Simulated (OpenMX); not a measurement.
The system is Si.

```
Si
1.0
     4.12095    0.00000    0.00000
    -2.06047    3.56885    0.00000
     0.00000    0.00000    2.65479
Si
2
Direct
  0.33333 0.66667 0.50000
  0.66667 0.33333 0.50000
```

The cell was built by a generator and needn't be a form met in nature.

Base run:

| Item | Value |
| --- | --- |
| Program | OpenMX 3.8.5 |
| Functional | PBE |
| Potentials or basis | OpenMX 2013 PBE set, Si7.0-s2p2d1, grid cutoff 300 Ry |
| k mesh | 7 × 7 × 7 |
| Occupations | fermi-dirac, width 0.05 eV |
| Spin | no spin polarisation |

Its results: band gap on the k mesh none (metal or under the smearing width); pressure 0.4 GPa.

The run is repeated on the same cell with these changes: dispersion from none to D3(BJ). What comes out?

Band gap on the k mesh none (metal or under the smearing width); pressure -2.3 GPa.

Dispersion adds attraction, which lowers the pressure at fixed volume and, as a term added to the energy, leaves the levels alone.

Caveats: the basis of atomic orbitals isn't converged, which shifts pressures, moduli and gaps; pairwise dispersion overbinds metals, which lowers pressure and volume (some runs).
